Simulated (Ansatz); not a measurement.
Take a crystal in which O has been replaced by Se on all its sites, with the cell rescaled by a rough guess (in some cases also distorted within its space group) and nothing relaxed:

```
Zn Se
1.0
     3.76943    0.00000    0.00000
    -1.88471    3.26442    0.00000
     0.00000    0.00000    8.17456
Zn Se
2 2
Direct
  0.00000 0.00000 0.75000
  0.00000 0.00000 0.25000
  0.33333 0.66667 0.25000
  0.66667 0.33333 0.75000
```

Computed with DFT PBE, scalar-relativistic, plane waves, PAW (Ansatz).

Plane waves to 420 eV, a k mesh through Γ of 9×9×4 on the computed 4-atom cell and Gaussian smearing (0.02 eV); no spin polarisation.

Problem. Will this cell want to expand or contract, and how hard?

Solution. The pressure is 17.0 GPa (positive in compression), so the cell would expand.

Problem. Is it a metal on this mesh?

Solution. No: the gap is 2.22 eV, the least direct gap 2.22 eV.

Problem. What is its energy against the elements in their standard states?

Solution. -0.167 eV/atom at this unrelaxed geometry, with the elements in the same functional.

An odd mesh misses points on the zone edge, so a gap read on it can be too wide. The cell holds layers, and where no dispersion correction was added their binding is poorly described.

This form isn't the usual stable structure of the compound.